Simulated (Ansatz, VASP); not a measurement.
One calculation of GaN, two programs

```
CELL_PARAMETERS angstrom
-0.03985 1.97257 1.97257
1.97257 -0.03985 1.97257
1.97257 1.97257 -0.03985
ATOMIC_POSITIONS crystal
Ga 0.50000 0.50000 0.50000
N 0.00000 0.00000 0.00000
```

Change from the starting cell: equal xy, yz and zx shear strains of -2 %, crystal datasets.

Alike in both runs: task electric field gradients; functional PBEsol; k mesh 13 × 13 × 13; occupations fermi-dirac, width 0.02 eV; no spin polarisation.

```csv
,VASP,Ansatz
version,VASP 6.6.1,Ansatz 0.2.0
potentials or method,"VASP PAW PBE potentials, release 64 (Ga_d, N), cutoff 520 eV","all-electron PAW with datasets made for the crystal, scalar-relativistic"
```

VASP gave:

```
gap on the k mesh at the Fermi level (eV)                      : 1.71
pressure (GPa)                                                 : 59.6
largest component of the traceless stress (GPa)                : 5.16
Vzz of the field gradient on the site that differs most (V/Å²) : 4.3
```

**Question.** Which values does Ansatz return?

**Answer.** gap on the k mesh at the Fermi level (eV): 1.72; pressure (GPa): 59.0; largest component of the traceless stress (GPa): 5.17; Vzz of the field gradient on the site that differs most (V/Å²): 6.5.

Ansatz ran all-electron here, so the differences hold the error of VASP's frozen core and of both bases.

Caveats: so large a pressure means that the cell lies far from this level's equilibrium, or that cutoff or potentials fall short (VASP); the potentials were made for another functional, which shifts forces and pressure (VASP); an odd mesh through Γ misses points on the zone boundary, where band edges often lie.
